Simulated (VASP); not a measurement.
# Te (Im-3m) in VASP: band structure with PBEsol

Aim: the band structure of Te with PBEsol.

All numbers are computed with VASP 6.6.1; they aren't measurements. Logs are shortened: lines on timing, memory, paths and dates and some standing lists are left out, and cuts for length are marked.

**1. Starting point**

It takes space group Im-3m (No. 229, cubic). The conventional cell has a = 3.784 Å, b = 3.784 Å, c = 3.784 Å, α = 90.00°, β = 90.00°, γ = 90.00°. Around Te (site symmetry m-3m) lie 8 Te at 3.28 Å.

The cell was built by a generator and needn't be a form met in nature.

**2. Band structure, PBEsol**

INCAR reads:

```
SYSTEM = Te
PREC = Accurate
ENCUT = 520
EDIFF = 1E-7
ISMEAR = 1
SIGMA = 0.1
LREAL = .FALSE.
LASPH = .TRUE.
NELM = 80
ALGO = Normal
ISIF = 2
LWAVE = .FALSE.
LCHARG = .FALSE.
GGA = PS
NBANDS = 9
ICORELEVEL = 1
```

KPOINTS reads:

```
Automatic mesh
0
G
  14 14 14
  0 0 0
```

POSCAR reads:

```
Te                                      
1.0
   -1.8921038521      1.8921038521      1.8921038521
    1.8921038521     -1.8921038521      1.8921038521
    1.8921038521      1.8921038521     -1.8921038521
  Te            
     1
Direct
     0.0000000000000000    0.0000000000000000    0.0000000000000000
```

KPOINTS_OPT reads:

```
explicit points
64
Reciprocal
 0.0000000000  0.0000000000  0.0000000000 1
 0.0555555556 -0.0555555556  0.0555555556 1
 0.1111111111 -0.1111111111  0.1111111111 1
 0.1666666667 -0.1666666667  0.1666666667 1
 0.2222222222 -0.2222222222  0.2222222222 1
 0.2777777778 -0.2777777778  0.2777777778 1
 0.3333333333 -0.3333333333  0.3333333333 1
 0.3888888889 -0.3888888889  0.3888888889 1
 0.4444444444 -0.4444444444  0.4444444444 1
 0.5000000000 -0.5000000000  0.5000000000 1
 0.5000000000 -0.5000000000  0.5000000000 1
 0.4444444444 -0.4444444444  0.5000000000 1
 0.3888888889 -0.3888888889  0.5000000000 1
 0.3333333333 -0.3333333333  0.5000000000 1
 0.2777777778 -0.2777777778  0.5000000000 1
 0.2222222222 -0.2222222222  0.5000000000 1
 0.1666666667 -0.1666666667  0.5000000000 1
 0.1111111111 -0.1111111111  0.5000000000 1
 0.0555555556 -0.0555555556  0.5000000000 1
 0.0000000000  0.0000000000  0.5000000000 1
 0.0000000000  0.0000000000  0.5000000000 1
 0.0000000000  0.0000000000  0.4444444444 1
 0.0000000000  0.0000000000  0.3888888889 1
 0.0000000000  0.0000000000  0.3333333333 1
 0.0000000000  0.0000000000  0.2777777778 1
 0.0000000000  0.0000000000  0.2222222222 1
 0.0000000000  0.0000000000  0.1666666667 1
 0.0000000000  0.0000000000  0.1111111111 1
 0.0000000000  0.0000000000  0.0555555556 1
 0.0000000000  0.0000000000  0.0000000000 1
 0.0000000000  0.0000000000  0.0000000000 1
 0.0277777778  0.0277777778  0.0277777778 1
 0.0555555556  0.0555555556  0.0555555556 1
 0.0833333333  0.0833333333  0.0833333333 1
 0.1111111111  0.1111111111  0.1111111111 1
 0.1388888889  0.1388888889  0.1388888889 1
 0.1666666667  0.1666666667  0.1666666667 1
 0.1944444444  0.1944444444  0.1944444444 1
 0.2222222222  0.2222222222  0.2222222222 1
 0.2500000000  0.2500000000  0.2500000000 1
 0.2500000000  0.2500000000  0.2500000000 1
 0.2777777778  0.1666666667  0.2777777778 1
 0.3055555556  0.0833333333  0.3055555556 1
 0.3333333333  0.0000000000  0.3333333333 1
 0.3611111111 -0.0833333333  0.3611111111 1
 0.3888888889 -0.1666666667  0.3888888889 1
 0.4166666667 -0.2500000000  0.4166666667 1
 0.4444444444 -0.3333333333  0.4444444444 1
 0.4722222222 -0.4166666667  0.4722222222 1
 0.5000000000 -0.5000000000  0.5000000000 1
 0.2500000000  0.2500000000  0.2500000000 1
 0.2222222222  0.2222222222  0.2777777778 1
 0.1944444444  0.1944444444  0.3055555556 1
 0.1666666667  0.1666666667  0.3333333333 1
 0.1388888889  0.1388888889  0.3611111111 1
 0.1111111111  0.1111111111  0.3888888889 1
 0.0833333333  0.0833333333  0.4166666667 1
 0.0555555556  0.0555555556  0.4444444444 1
 0.0277777778  0.0277777778  0.4722222222 1
 0.0000000000  0.0000000000  0.5000000000 1
 0.0000000000  0.0000000000  0.0000000000 1
 0.5000000000 -0.5000000000  0.5000000000 1
 0.2500000000  0.2500000000  0.2500000000 1
 0.0000000000  0.0000000000  0.5000000000 1
```

Potentials or basis: VASP PAW PBE potentials, release 64 (Te).

Command:

```sh
$ cat potpaw_PBE.64/Te/POTCAR > POTCAR
$ mpirun -np 1 vasp_std > vasp.out
```

OUTCAR:

```text
SYSTEM = Te
   PREC = Accurate
   ENCUT = 520
   EDIFF = 1E-7
   ISMEAR = 1
   LREAL = .FALSE.
   LASPH = .TRUE.
   NELM = 80
   ISIF = 2
   GGA = PS

 ion  position               nearest neighbor table
   1  0.000  0.000  0.000-

  LATTYP: Found a body centered cubic cell.
 ALAT       =     3.7842077042

  Lattice vectors:

 A1 = (  -1.8921038521,   1.8921038521,   1.8921038521)
 A2 = (   1.8921038521,  -1.8921038521,   1.8921038521)
 A3 = (   1.8921038521,   1.8921038521,  -1.8921038521)

Analysis of symmetry for initial positions (statically):
=====================================================================
 Subroutine PRICEL returns:
 Original cell was already a primitive cell.

 Routine SETGRP: Setting up the symmetry group for a
 body centered cubic supercell.

 Subroutine GETGRP returns: Found 48 space group operations
 (whereof 48 operations were pure point group operations)
 out of a pool of 48 trial point group operations.

The static configuration has the point symmetry O_h .

Analysis of symmetry for dynamics (positions and initial velocities):
=====================================================================
 Subroutine PRICEL returns:
 Original cell was already a primitive cell.

 Routine SETGRP: Setting up the symmetry group for a
 body centered cubic supercell.

 Subroutine GETGRP returns: Found 48 space group operations
 (whereof 48 operations were pure point group operations)
 out of a pool of 48 trial point group operations.

The dynamic configuration has the point symmetry O_h .

 Subroutine INISYM returns: Found 48 space group operations
 (whereof 48 operations are pure point group operations),
 and found     1 'primitive' translations

----------------------------------------------------------------------------------------

                                     Primitive cell

  volume of cell :      27.0954

  direct lattice vectors                    reciprocal lattice vectors
    -1.892103852  1.892103852  1.892103852     0.000000000  0.264256108  0.264256108
     1.892103852 -1.892103852  1.892103852     0.264256108  0.000000000  0.264256108
     1.892103852  1.892103852 -1.892103852     0.264256108  0.264256108  0.000000000

  length of vectors
     3.277220005  3.277220005  3.277220005     0.373714572  0.373714572  0.373714572

  position of ions in fractional coordinates (direct lattice)
     0.000000000  0.000000000  0.000000000

  ion indices of the primitive-cell ions
   primitive index   ion index
                 1           1

----------------------------------------------------------------------------------------

 KPOINTS: Automatic mesh

Automatic generation of k-mesh.
 Grid dimensions read from file:
 generate k-points for:   14   14   14

 Generating k-lattice:

  Cartesian coordinates                     Fractional coordinates (reciprocal lattice)
     0.000000000  0.018875436  0.018875436     0.071428571  0.000000000  0.000000000
     0.018875436  0.000000000  0.018875436     0.000000000  0.071428571  0.000000000
     0.018875436  0.018875436  0.000000000     0.000000000  0.000000000  0.071428571

  Length of vectors
     0.026693898  0.026693898  0.026693898

  Shift w.r.t. Gamma in fractional coordinates (k-lattice)
     0.000000000  0.000000000  0.000000000

 Subroutine IBZKPT returns following result:
 ===========================================

 Found    104 irreducible k-points:

 Following reciprocal coordinates:
            Coordinates               Weight
  0.000000  0.000000  0.000000      1.000000
  0.071429  0.000000  0.000000     12.000000
  0.142857  0.000000  0.000000     12.000000
  0.214286  0.000000  0.000000     12.000000
  0.285714  0.000000  0.000000     12.000000
  0.357143  0.000000  0.000000     12.000000
[... 16 lines left out ...]
  0.285714  0.285714  0.000000     24.000000
  0.357143  0.285714  0.000000     24.000000
 [... further k-points ...]
   k-points           NKPTS =    104   k-points in BZ     NKDIM =    104   number of bands    NBANDS=      9
   number of dos      NEDOS =    301   number of ions     NIONS =      1
   total plane-waves  NPLWV =  13824
   dimension x,y,z NGX =    24 NGY =   24 NGZ =   24
   dimension x,y,z NGXF=    48 NGYF=   48 NGZF=   48
   ions per type =               1
   NGX,Y,Z   is equivalent  to a cutoff of  12.17, 12.17, 12.17 a.u.
   NGXF,Y,Z  is equivalent  to a cutoff of  24.35, 24.35, 24.35 a.u.
 SYSTEM =  Te
   PREC   = accura    normal or accurate (medium, high low for compatibility)
   ISTART =      0    job   : 0-new  1-cont  2-samecut
   ICHARG =      2    charge: 1-file 2-atom 10-const
   ISPIN  =      1    spin polarized calculation?
   LNONCOLLINEAR =      F non collinear calculations
   LSORBIT =      F    spin-orbit coupling
   LASPH  =      T    aspherical Exc in radial PAW
   ENCUT  =  520.0 eV  38.22 Ry    6.18 a.u.   6.09  6.09  6.09*2*pi/ulx,y,z
   NELM   =     80;   NELMIN=  2; NELMDL= -5     # of ELM steps
   EDIFF  = 0.1E-06   stopping-criterion for ELM
   LREAL  =      F    real-space projection
   EDIFFG = 0.1E-05   stopping-criterion for IOM
   NSW    =      0    number of steps for IOM
   IBRION =     -1    ionic relax: 0-MD 1-quasi-New 2-CG
   NFREE  =      0    steps in history (QN), initial steepest desc. (CG)
   ISIF   =      2    stress and relaxation
   ISYM   =      2    0-nonsym 1-usesym 2-fastsym
   POTIM  = 0.5000    time-step for ionic-motion
   TEBEG  =    0.0;   TEEND  =   0.0 temperature during run
   PSTRESS=    0.0 pullay stress
   NELECT =       6.0000    total number of electrons
   NUPDOWN=      -1.0000    fix difference up-down
   EMIN   =  10.00;   EMAX   =-10.00  energy-range for DOS
   EFERMI =   0.00;   METHOD = LEGACY
   ISMEAR =     1;   SIGMA  =   0.10  broadening in eV -4-tet -1-fermi 0-gaus
   EFERMI_NEDOS =   21; number of points for ismear=-14 and -15
   IALGO  =     38    algorithm
   IMIX   =      4    mixing-type and parameters
     AMIX     =   0.40;   BMIX     =  1.00
     AMIX_MAG =   1.60;   BMIX_MAG =  1.00
  volume/ion in A,a.u.               =      27.10       182.85
  Fermi-wavevector in a.u.,A,eV,Ry     =   0.990437  1.871655 13.346851  0.980966
  Thomas-Fermi vector in A             =   2.122107
   LORBIT       =      0    0 simple, 1 ext, 2 COOP (PROOUT), +10 PAW based schemes
   GGA     = PS    functional components
   LHFCALC =     F    Hartree Fock is set to
   AEXX    =    0.0000 exact exchange contribution
   IVDW    =     0    specifies the selected vdW correction
   LEPSILON=     F    determine dielectric tensor
   LRPA    =     F    only Hartree local field effects (RPA)
 non-spin polarized calculation
 Methfessel and Paxton  Order N= 1 SIGMA  =   0.10
  energy-cutoff  :      520.00
  volume of cell :       27.10
 maximum number of plane-waves:       746
   NGX = 13   NGY = 13   NGZ = 13

 number of electron       5.9999999 magnetization

 Free energy of the ion-electron system (eV)
  ---------------------------------------------------
  ext. energy  EPLUGINS =         0.00000000
  ---------------------------------------------------
  free energy    TOTEN  =        -3.29967579 eV

  energy without entropy =       -3.29985132  energy(sigma->0) =       -3.29973430

 the core state eigenenergies are
   1-  1s -31608.2802  2s  -4835.8070  2p  -4339.2102  3s   -951.9809  3p   -790.6394
       3d   -546.8918  4s   -151.4222  4p   -101.4553  4d    -28.7596

 E-fermi :   8.3397     XC(G=0): -10.4097

 val. band max:        8.3347509297   @ k =   0.3571   0.0714   0.0000
 cond. band min:       8.3589823137   @ k =  -0.3571   0.5000   0.2143
 fundamental gap:      0.0242313841
 Fermi energy:         8.3396958389

 k-point     1 :       0.0000    0.0000    0.0000
  band No.  band energies     occupation
      1      -5.8767      2.00000
      2      11.6612      0.00000
      3      11.6612      0.00000
      4      11.6612      0.00000
      5      18.4203      0.00000
      6      18.4203      0.00000
      7      18.4203      0.00000
      8      18.7390      0.00000
      9      20.2735      0.00000

 k-point     2 :       0.0714    0.0000    0.0000
  band No.  band energies     occupation
      1      -5.7784      2.00000
      2      10.9520      0.00000
      3      11.4015      0.00000
      4      11.6062      0.00000
      5      17.8557      0.00000
      6      17.8606      0.00000
      7      18.8390      0.00000
      8      19.2944      0.00000
      9      19.6644      0.00000

 k-point     3 :       0.1429    0.0000    0.0000
  band No.  band energies     occupation
      1      -5.4858      2.00000
      2       9.3439     -0.00000
      3      10.7844      0.00000
      4      11.4491      0.00000
      5      16.6962      0.00000
      6      16.9977      0.00000
      7      19.2794      0.00000
      8      19.5843      0.00000
      9      19.9321      0.00000

 k-point     4 :       0.2143    0.0000    0.0000
  band No.  band energies     occupation
      1      -5.0081      2.00000
      2       7.4615      2.00000
      3      10.0694     -0.00000
      4      11.2179      0.00000
      5      15.6805      0.00000
      6      16.2333      0.00000
      7      19.2627      0.00000
      8      19.9677      0.00000
      9      21.4369      0.00000
[... 205 lines left out ...]
 k-point    22 :       0.3571    0.2143    0.0000
  band No.  band energies     occupation
      1      -2.2537      2.00000
      2       2.9318      2.00000
      3       5.6675      2.00000
      4       9.4935     -0.00000
      5      15.5440      0.00000
      6      18.0208      0.00000
      7      20.1754      0.00000
      8      20.8885      0.00000
      9      25.1060      0.00000

 k-point    23 :       0.2857    0.2857    0.0000
  band No.  band energies     occupation
      1      -2.2205      2.00000
      2       3.3969      2.00000
      3       4.9223      2.00000
      4       9.4255     -0.00000
      5      15.9361      0.00000
      6      17.9240      0.00000
      7      20.0976      0.00000
      8      22.1007      0.00000
      9      23.3800      0.00000

 k-point    24 :       0.3571    0.2857    0.0000
  band No.  band energies     occupation
      1      -1.9982      2.00000
      2       3.3849      2.00000
      3       4.4271      2.00000
      4       9.3565     -0.00000
      5      16.0326      0.00000
      6      18.4290      0.00000
      7      19.3059      0.00000
      8      22.4968      0.00000
      9      24.5635      0.00000

 k-point    25 :       0.0714    0.0714    0.0714

------------------------ aborting loop because EDIFF is reached ----------------------------------------

  FORCE on cell =-STRESS in cart. coord.  units (eV):
  Direction    XX          YY          ZZ          XY          YZ          ZX
  --------------------------------------------------------------------------------------
  -------------------------------------------------------------------------------------
  Total       -0.0023756     -0.0023756     -0.0023756     -0.0000000     -0.0000000      0.0000000
  in kB       -0.1404691     -0.1404691     -0.1404691     -0.0000000     -0.0000000      0.0000000
  external PRESSURE =      -0.1404691 kB  Pullay stress =       0.0000000 kB

 VOLUME and BASIS-vectors are now :
 -----------------------------------------------------------------------------
  energy-cutoff  :      520.00
  volume of cell :       27.10
      direct lattice vectors                 reciprocal lattice vectors
    -1.892103852  1.892103852  1.892103852     0.000000000  0.264256108  0.264256108
     1.892103852 -1.892103852  1.892103852     0.264256108  0.000000000  0.264256108
     1.892103852  1.892103852 -1.892103852     0.264256108  0.264256108  0.000000000

 POSITION                                       TOTAL-FORCE (eV/Angst)
 -----------------------------------------------------------------------------------
      0.00000      0.00000      0.00000        -0.000000      0.000000     -0.000000
 -----------------------------------------------------------------------------------
    total drift:                                0.000000     -0.000000      0.000000

  FREE ENERGIE OF THE ION-ELECTRON SYSTEM (eV)
  ---------------------------------------------------
  free  energy   TOTEN  =        -3.2996757878 eV

  energy  without entropy=       -3.2998513226  energy(sigma->0) =       -3.29973430
```

Wall time 8.4 s (1 thread of Intel Xeon 6975P-C (Granite Rapids), shared host); peak memory 0.16 GiB.

Results:

```yaml
Free_energy: -3.2997 eV
Pressure: 0.0 GPa
Band_gap_along_the_path: none (metal or under the smearing width)
```

Levels at the corners of the path, in eV from the Fermi level:
```tsv
point	band 1	band 2	band 3	band 4	band 5	band 6	band 7
Γ	-14.22	3.32	3.32	3.32	10.08	10.08	10.08
H	-8.46	-3.05	-3.05	-3.05	2.76	2.76	17.45
H	-8.46	-3.05	-3.05	-3.05	2.76	2.76	17.45
N	-10.90	-6.23	0.15	2.18	5.59	6.50	13.09
N	-10.90	-6.23	0.15	2.18	5.59	6.50	13.09
Γ	-14.22	3.32	3.32	3.32	10.08	10.08	10.08
Γ	-14.22	3.32	3.32	3.32	10.08	10.08	10.08
P	-10.21	-3.57	-3.57	-3.57	13.54	13.54	13.54
P	-10.21	-3.57	-3.57	-3.57	13.54	13.54	13.54
H	-8.46	-3.05	-3.05	-3.05	2.76	2.76	17.45
P	-10.21	-3.57	-3.57	-3.57	13.54	13.54	13.54
N	-10.90	-6.23	0.15	2.18	5.59	6.50	13.09
```

Core levels (eV, on the scale of the bands):
| atom | levels |
| --- | --- |
| 1 Te | 1s -31608.3, 2s -4835.8, 2p -4339.2, 3s -952.0, 3p -790.6, 3d -546.9, 4s -151.4, 4p -101.5, 4d -28.8 |

Caveat: the PAW data sets were made with another functional, which shifts forces and pressure a little; spin-orbit coupling is left out, which moves the levels of the heavy elements.
